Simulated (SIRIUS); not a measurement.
# PtS2 under changes of volume

One of the cells (18.626 Å³/atom); the others are scaled copies at fixed shape and fractional positions:

```
Pt S
1.0
     3.56667    0.00000    0.00000
    -1.78333    3.08882    0.00000
     0.00000    0.00000    5.07217
Pt S
1 2
Direct
  0.00000 0.00000 0.00000
  0.66667 0.33333 0.77300
  0.33333 0.66667 0.22700
```

| Property | Result |
| --- | --- |
| Program | SIRIUS 7.12.0 |
| Functional | PBE |
| Potentials or basis | all-electron FP-LAPW |
| Cutoff | 222 eV |
| Basis | apw+lo standard |
| k mesh | 9 × 9 × 5 |
| Occupations | fermi-dirac, width 0.05 eV |
| Spin | no spin polarisation |

| volume (Å³/atom) | energy over the lowest point (meV/atom) | gap on the mesh (eV) |
| --- | --- | --- |
| 17.165 | ? | ? |
| 17.531 | 117.08 | 1.07 |
| 17.896 | 77.50 | 1.05 |
| 18.626 | 24.22 | 1.00 |
| 18.992 | 8.89 | 0.98 |
| 19.357 | 0.00 | 0.96 |

**Question.** What does the run at 17.165 Å³/atom give?

**Answer.** Energy over the lowest point 166.86 meV/atom; gap on the mesh 1.09 eV.

Worked out: A Birch-Murnaghan fit of order 3 (a polynomial in V^(-2/3)) to the other rows has its minimum at 19.74 Å³/atom, just outside them, with B0 = V·E''(V) = 124 GPa and B' = 4.7 at fixed shape and positions, which overstates the stiffness. It gives 166.82 meV/atom at 17.165 Å³/atom, against the run's 166.86. A straight line through the other rows of the gap, of slope -1.13 eV per unit of ln V, extrapolates to 1.09 eV, against the run's 1.09.

Energies are extrapolated to zero smearing.

Caveats: spin-orbit coupling is left out, which moves the levels of the heavy elements; an odd mesh through Γ misses points on the zone boundary, where band edges often lie.
